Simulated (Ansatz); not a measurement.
# BAs (F-43m) in Ansatz: further runs

The runs below take BAs through single point, equation of state, with BLYP+D4.

Program: Ansatz 0.2.0. These are calculated values, not measurements. Logs are shortened: lines on timing, memory, paths and dates and some standing lists are left out, and cuts for length are marked.

**What was measured.**

From “Basic Physical Properties of Cubic Boron Arsenide”, 2019, arxiv:1911.11281, for a bulk crystal of BAs: bulk modulus 148 GPa.

The runs below are set against these values where they give the same quantity.

### Step 1. The structure

It takes space group F-43m (No. 216, cubic). The conventional cell has a = 4.777 Å, b = 4.777 Å, c = 4.777 Å, α = 90.00°, β = 90.00°, γ = 90.00°. As (site symmetry -43m) is surrounded by 4 B at 2.07 Å. Around B (site symmetry -43m) lie 4 As at 2.07 Å.

### Step 2. Single point, BLYP+D4, 12.81 Å³/atom (volume scaled by 0.94)

input.yaml reads:

```yaml
crystal:
  lattice:
    - [0.0, 2.3397414207, 2.3397414207]
    - [2.3397414207, 0.0, 2.3397414207]
    - [2.3397414207, 2.3397414207, 0.0]
  atoms:
    - { symbol: As, position: [0.75, 0.75, 0.75] }
    - { symbol: B, position: [0.0, 0.0, 0.0] }
hamiltonian:
  xc: blyp
  pseudopotentials: { kind: paw }
  dispersion: d4
kpoints:
  mp_grid: { grid: [10, 10, 10] }
scf:
  occupations: { method: fermi_dirac, width: 0.05 }
output:
  forces: true
  stress: true
  eigenvalues: true
```

Potentials or basis: Ansatz PAW.

Run with:

```
$ ansatz run input.yaml --threads 2 --pin off --max-ram 5120MiB --backend cpu --events-out ev --progress --plain --runs-dir out
```

What it wrote:

```text
Warning: RAYON_NUM_THREADS=2 ignored (pool sized by the plan → 2); use --threads N
Engine: ansatz 0.2.0, x86_64-unknown-linux-gnu
Pseudopotentials: kind: paw
Pseudopotential: As, paw, valence charge 15, recommended cutoff 420 eV (normal), As.paw.azcp
Pseudopotential: B, paw, valence charge 3, recommended cutoff 420 eV (normal), B.paw.azcp
Functional definition: BLYP
  parameter beta = 0.0042
  parameter a = 0.04918
  parameter b = 0.132
  parameter c = 0.2533
  parameter d = 0.349
  exchange = b88_x(beta = beta)
  correlation = lyp_c(a = a, b = b, c = c, d = d)
Crystal: 2 atoms, lattice volume = 25.617 Å³
Basis set: ecut = 420 eV, 531 PW (Γ), exchange–correlation on 48×48×48 points (8 copies of the dense FFT grid, shifted against one another)
Bands: 13, of which v1, the nominal top of the filled ones, is band 9 counted from 1 (8 counted from 0)
Symmetry: 24 space group operations
Space group: F-43m (ITA 216), of the structure as read, at distance tolerance 2.9e-5 Å
k-points: 47 of 1000 (time reversal used)
Non-local potential: As, projectors of the file, l = 0: 2, l = 1: 2, l = 2: 3, l = 3: 1
Non-local potential: B, projectors of the file, l = 0: 2, l = 1: 2, l = 2: 1
PAW form: soft (Blöchl's): semilocal exchange-correlation on the pseudo side does not see the compensation charge
PAW frozen core: As, regenerated for the run's functional, and the local potential with it (the file was generated under x = pbe(κ = 0.804, μ = 0.2195149727645171), c = pbe(β = 0.06672455060314922))
PAW frozen core: B, regenerated for the run's functional, and the local potential with it (the file was generated under x = pbe(κ = 0.804, μ = 0.2195149727645171), c = pbe(β = 0.06672455060314922))
PAW one-centre angular grid: As, 590 points (default); XC on 64 Gauss nodes
PAW one-centre angular grid: B, 110 points (default); XC on 64 Gauss nodes
Initial density: superposition of atomic densities (neutral atoms: chi_scale 0, normalization atom), corrected by the library's trained network
Initial wavefunctions: pseudopotential atomic-orbital guess
Functional: x = b88, c = lyp
SCF iter   1: F=—  HF=-5024.419500 eV  |F-HF|=—  |Δ(HF+E_count)|=         —  Δρ=8.97e-3  dr2=2.30e-2  ethr=1.77e-3  ⟨swp⟩=5.6  Hψ=3538  notcnv=0
preconditioner: auto → none  [insulator: Δε(μ)=1.440 eV  Ē_g=12.970 eV  σ=0.050 eV  W_gap=1.00  n_scr=8 (ndim 8)  ℏωp=20.8 eV  f_vac=0.000  D(μ)=0.00/eV (n_scr^D=0)  ε∞_Penn≈3.6]
SCF iter   2: F=—  HF=-5024.410530 eV  |F-HF|=—  |Δ(HF+E_count)|=   8.97e-3  Δρ=3.26e-3  dr2=2.48e-3  ethr=1.28e-4  ⟨swp⟩=2.0  Hψ=1175  notcnv=0
SCF iter   3: F=—  HF=-5024.409475 eV  |F-HF|=—  |Δ(HF+E_count)|=   1.05e-3  Δρ=3.68e-4  dr2=3.10e-5  ethr=1.38e-5  ⟨swp⟩=2.3  Hψ=886  notcnv=0
SCF iter   4: F=—  HF=-5024.409457 eV  |F-HF|=—  |Δ(HF+E_count)|=   1.81e-5  Δρ=1.06e-4  dr2=1.18e-6  ethr=1.72e-7  ⟨swp⟩=2.0  Hψ=1028  notcnv=0
iter 5 did not close the SCF: its close was put off for the readings that it lacked (scf_convergence_deferred on its scf_iter line)
SCF iter   5: F=-5024.409458 eV  HF=-5024.409458 eV  |F-HF|=9.03e-8  |Δ(HF+E_count)|=   1.02e-6  Δρ=1.67e-5  dr2=8.09e-8  ethr=6.58e-9  ⟨swp⟩=3.0  Hψ=1098  notcnv=0
SCF iter   6: F=-5024.409458 eV  HF=-5024.409458 eV  |F-HF|=1.15e-10  |Δ(HF+E_count)|=   2.81e-8  Δρ=3.39e-6  dr2=2.21e-9  ethr=4.49e-10  ⟨swp⟩=2.1  Hψ=2282  notcnv=0
SCF 1 converged in 6 iterations: F = -5024.409458 eV  dr2 = 2.21e-9
SCF converged after 6 iterations
Free energy (F): -5024.409458 eV
Harris-Foulkes:  -5024.409458 eV  (|F-HF|=1.15e-10)
Internal energy: -5024.409458 eV  (E = F + TS)
E sigma→0 (E₀):  -5024.409458 eV
Entropy (-TS):   -0.000000 eV (-0.000 meV/atom)
Fermi energy:    13.174237 eV
--- Per-component energies (eV) ---
  E_band       = -187.697280
  E_kinetic    = 156.507578
  E_local      = -1641.688981  (includes V_loc(G=0)·N_el)
  E_nonlocal   = -659.487895
  E_hartree    = 922.890971
  E_xc         = -110.385641
  E_vxc        = -115.946790  (∫ρ·V_xc dr)
  E_paw        = -1929.151352  (= ΣΔE_a)
  E_vpaw       = 227.135085  (= ΣTr[D̂ρ^β])
  E_aug_tail   = 0.000004  (compensation charges beyond the density's cutoff)
  E_ewald      = -1761.738944
  E_disp       = -1.551582  (pairwise vdW)
  E_core_change = 0.196384  (= ΣΔE_core)
  E_smearing   = -0.000000  (= −TS)
  E_closure    = 0.000000  (closes the sum)
  Σ components = -5024.409458   (vs F -5024.409458, Δ=0.00e0)
--- Forces (eV/Å), atoms counted from 1 ---
  atom   1  As    -0.00000000     0.00000000     0.00000000
  atom   2  B     -0.00000000     0.00000000    -0.00000000
  max |Σ_I F_I| component: 5.60e-16 eV/Å
--- Stress (GPa, compression-positive) ---
        8.027286       0.000000      -0.000000
        0.000000       8.027286       0.000000
       -0.000000       0.000000       8.027286
  P = ⅓ Tr σ = 8.0273 GPa (80.273 kbar)
--- Band table (eV; the first three rows and the last of 47) ---
  k-point 0: bands = ["-23.3846", "-23.3846", "-23.3846", "-23.3553", "-23.3553", "-3.3739", "12.5125", "12.5125", "12.5125", "15.9668", "15.9668", "15.9668", "17.9470"]
  k-point 1: bands = ["-23.3842", "-23.3836", "-23.3836", "-23.3553", "-23.3553", "-3.2020", "11.1098", "12.1993", "12.1993", "16.2161", "16.3802", "16.3802", "18.7105"]
  k-point 2: bands = ["-23.3832", "-23.3813", "-23.3813", "-23.3549", "-23.3549", "-2.6946", "8.6808", "11.6007", "11.6007", "16.1054", "17.1276", "17.1276", "20.2297"]
  k-point 46: bands = ["-23.3825", "-23.3730", "-23.3646", "-23.3594", "-23.3509", "1.1916", "4.2098", "6.9333", "7.1978", "17.2753", "17.7092", "20.7956", "20.9047"]
```

It took 1.4 s on 2 threads of AMD EPYC 7R43 (Zen 3), shared host; peak memory 0.42 GiB.

What came out:

* Free energy: -5024.4095 eV
* Pressure: 8.0 GPa
* Band gap on the k mesh: 1.36 eV, indirect (least direct gap 3.45 eV)

Caveat: the PAW data sets come from PBE, with cores solved anew for the run's functional, which leaves a small shift of forces and pressure.

### Step 3. Single point, BLYP+D4, 13.08 Å³/atom (volume scaled by 0.96)

Changes to input.yaml since step 2:

```diff
@@ -2,5 +2,5 @@
   lattice:
-    - [0.0, 2.3397414207, 2.3397414207]
-    - [2.3397414207, 0.0, 2.3397414207]
-    - [2.3397414207, 2.3397414207, 0.0]
+    - [0.0, 2.3562190158, 2.3562190158]
+    - [2.3562190158, 0.0, 2.3562190158]
+    - [2.3562190158, 2.3562190158, 0.0]
   atoms:
```

Potentials or basis: Ansatz PAW.

Run with:

```
$ ansatz run input.yaml --threads 2 --pin off --max-ram 5120MiB --backend cpu --events-out ev --progress --plain --runs-dir out
```

Wall time 1.3 s (2 threads of AMD EPYC 7R43 (Zen 3), shared host); peak memory 0.42 GiB.

It converged, with:

* Free energy: -5024.4309 eV
* Pressure: 4.6 GPa
* Band gap on the k mesh: 1.38 eV, indirect (least direct gap 3.42 eV)

Caveat: the PAW data sets come from PBE, with cores solved anew for the run's functional, which leaves a small shift of forces and pressure.

### Step 4. Single point, BLYP+D4, 13.35 Å³/atom (volume scaled by 0.98)

Changes to input.yaml since step 3:

```diff
@@ -2,5 +2,5 @@
   lattice:
-    - [0.0, 2.3562190158, 2.3562190158]
-    - [2.3562190158, 0.0, 2.3562190158]
-    - [2.3562190158, 2.3562190158, 0.0]
+    - [0.0, 2.3724693156, 2.3724693156]
+    - [2.3724693156, 0.0, 2.3724693156]
+    - [2.3724693156, 2.3724693156, 0.0]
   atoms:
```

Run with:

```
$ ansatz run input.yaml --threads 2 --pin off --max-ram 5120MiB --backend cpu --events-out ev --progress --plain --runs-dir out
```

It took 1.3 s on 2 threads of AMD EPYC 7R43 (Zen 3), shared host; peak memory 0.43 GiB.

The run converged. Its results:

- Free energy: -5024.4414 eV
- Pressure: 1.6 GPa
- Band gap on the k mesh: 1.39 eV, indirect (least direct gap 3.40 eV)

Caveat: the PAW data sets come from PBE, with cores solved anew for the run's functional, which leaves a small shift of forces and pressure.

### Step 5. Single point, BLYP+D4, 13.63 Å³/atom

Changes to input.yaml since step 4:

```diff
@@ -2,5 +2,5 @@
   lattice:
-    - [0.0, 2.3724693156, 2.3724693156]
-    - [2.3724693156, 0.0, 2.3724693156]
-    - [2.3724693156, 2.3724693156, 0.0]
+    - [0.0, 2.3885, 2.3885]
+    - [2.3885, 0.0, 2.3885]
+    - [2.3885, 2.3885, 0.0]
   atoms:
@@ -20 +20,5 @@
   eigenvalues: true
+  write_density: true
+  write_potential: true
+  elf: true
+  volumetric_format: npy
```

Run with:

```
$ ansatz run input.yaml --threads 2 --pin off --max-ram 5120MiB --backend cpu --events-out ev --progress --plain --runs-dir out
```

Wall time 1.7 s (2 threads of AMD EPYC 7R43 (Zen 3), shared host); peak memory 0.43 GiB.

Results (log left out):

| Quantity | Value |
| --- | --- |
| Free energy | -5024.4421 eV |
| Pressure | -1.1 GPa |
| Band gap on the k mesh | 1.41 eV, indirect (least direct gap 3.37 eV) |

Caveat: the PAW data sets come from PBE, with cores solved anew for the run's functional, which leaves a small shift of forces and pressure.

### Step 6. Single point, BLYP+D4, 13.90 Å³/atom (volume scaled by 1.02)

Changes to input.yaml since step 5:

```diff
@@ -2,5 +2,5 @@
   lattice:
-    - [0.0, 2.3885, 2.3885]
-    - [2.3885, 0.0, 2.3885]
-    - [2.3885, 2.3885, 0.0]
+    - [0.0, 2.4043183418, 2.4043183418]
+    - [2.4043183418, 0.0, 2.4043183418]
+    - [2.4043183418, 2.4043183418, 0.0]
   atoms:
```

Potentials or basis: Ansatz PAW.

Run with:

```
$ ansatz run input.yaml --threads 2 --pin off --max-ram 5120MiB --backend cpu --events-out ev --progress --plain --runs-dir out
```

Wall time 1.9 s (2 threads of AMD EPYC 7R43 (Zen 3), shared host); peak memory 0.43 GiB.

The run converged. Its results:

| Quantity | Value |
| --- | --- |
| Free energy | -5024.4340 eV |
| Pressure | -3.6 GPa |
| Band gap on the k mesh | 1.43 eV, indirect (least direct gap 3.34 eV) |

Caveat: the PAW data sets come from PBE, with cores solved anew for the run's functional, which leaves a small shift of forces and pressure.

### Step 7. Single point, BLYP+D4, 14.17 Å³/atom (volume scaled by 1.04)

input.yaml reads:

```yaml
crystal:
  lattice:
    - [0.0, 2.419931236, 2.419931236]
    - [2.419931236, 0.0, 2.419931236]
    - [2.419931236, 2.419931236, 0.0]
  atoms:
    - { symbol: As, position: [0.75, 0.75, 0.75] }
    - { symbol: B, position: [0.0, 0.0, 0.0] }
hamiltonian:
  xc: blyp
  pseudopotentials: { kind: paw }
  dispersion: d4
kpoints:
  mp_grid: { grid: [10, 10, 10] }
scf:
  occupations: { method: fermi_dirac, width: 0.05 }
output:
  forces: true
  stress: true
  eigenvalues: true
```

Run with:

```
$ ansatz run input.yaml --threads 2 --pin off --max-ram 5120MiB --backend cpu --events-out ev --progress --plain --runs-dir out
```

Run time: 1.3 s. Hardware: 2 threads of AMD EPYC 7R43 (Zen 3), shared host; peak memory 0.43 GiB.

It converged, with:

* Free energy: -5024.4180 eV
* Pressure: -5.8 GPa
* Band gap on the k mesh: 1.44 eV, indirect (least direct gap 3.32 eV)

Caveat: the PAW data sets come from PBE, with cores solved anew for the run's functional, which leaves a small shift of forces and pressure.

### Step 8. Single point, BLYP+D4, 14.44 Å³/atom (volume scaled by 1.06)

Changes to input.yaml since step 7:

```diff
@@ -2,5 +2,5 @@
   lattice:
-    - [0.0, 2.419931236, 2.419931236]
-    - [2.419931236, 0.0, 2.419931236]
-    - [2.419931236, 2.419931236, 0.0]
+    - [0.0, 2.4353452264, 2.4353452264]
+    - [2.4353452264, 0.0, 2.4353452264]
+    - [2.4353452264, 2.4353452264, 0.0]
   atoms:
```

Run with:

```
$ ansatz run input.yaml --threads 2 --pin off --max-ram 5120MiB --backend cpu --events-out ev --progress --plain --runs-dir out
```

Wall time 1.3 s (2 threads of AMD EPYC 7R43 (Zen 3), shared host); peak memory 0.43 GiB.

It converged, with:

| Property | Result |
| --- | --- |
| Free energy | -5024.3950 eV |
| Pressure | -7.7 GPa |
| Band gap on the k mesh | 1.45 eV, indirect (least direct gap 3.29 eV) |

Caveat: the PAW data sets come from PBE, with cores solved anew for the run's functional, which leaves a small shift of forces and pressure.

### Step 9. Equation of state, BLYP+D4

Potentials or basis: Ansatz PAW.

No new run: the results of the series are fitted here.

Results:

```
Equilibrium volume                      : 13.51 Å³/atom
Bulk modulus                            : 134 GPa
Pressure derivative of the bulk modulus : 4.5
```

Energy against volume, from the lowest point:
```csv
volume (Å³/atom),energy (meV/atom)
12.809,16.32
13.081,5.59
13.354,0.36
13.626,0.00
13.899,4.06
14.171,12.05
14.444,23.55
```

Caveat: the potentials were made for another functional, which shifts forces and pressure.

### Step 10. How close it comes

Step 9. A measured bulk modulus of BAs is 148 GPa (quoted in “Basic Physical Properties of Cubic Boron Arsenide”, 2019, arxiv:1911.11281); the calculated 134 GPa misses it by -9.4 %. The fit is for a static lattice scaled at fixed shape and fixed fractional positions.
